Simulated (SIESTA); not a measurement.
Runs of SIESTA 5.4.2 on BN. Symmetry: F-43m, No. 216, cubic system. The conventional cell has a = 3.626 Å, b = 3.626 Å, c = 3.626 Å, α = 90.00°, β = 90.00°, γ = 90.00°. N (site symmetry -43m) is surrounded by 4 B at 1.57 Å. B (site symmetry -43m) has 4 N at 1.57 Å as nearest neighbours. The cell is a database's computed one.

| potentials or basis | gap on the mesh (eV) | pressure (GPa) |
| --- | --- | --- |
| PseudoDojo 0.4 standard (PBE files), DZP (energy shift 0.003 Ry) | 4.64 | 2.6 |
| PseudoDojo 0.4 standard (PBE files), SZP (energy shift 0.003 Ry) | 4.82 | 11.5 |
| PseudoDojo 0.4 standard (PBE files), TZP (energy shift 0.003 Ry) | 4.64 | 1.9 |
| PseudoDojo 0.4 standard (PBE files), TZDP (energy shift 0.003 Ry) | 4.73 | 3.6 |
| PseudoDojo 0.4 standard (PBE files), SZ (energy shift 0.003 Ry) | (b) | 20.2 |
| PseudoDojo 0.4 standard (PBE files), DZDP (energy shift 0.003 Ry) | (a) | 3.9 |
| PseudoDojo 0.4 standard (PBE files), DZ (energy shift 0.003 Ry) | 4.87 | (c) |

Alike in all rows: task single point; level PBE; no spin polarisation; cell as given; k mesh 13 × 13 × 13; smearing fermi-dirac 0.05 eV; grid cutoff 800 Ry; energy shift 0.003 Ry.

**Question.** Estimate the missing entries.

**Answer.** (a) 4.74; (b) 6.85; (c) 7.7.

Caveats: an odd mesh through Γ misses points on the zone boundary, where band edges often lie; the basis of atomic orbitals isn't converged, which shifts pressures, moduli and gaps; the basis has no polarisation orbitals (some runs).
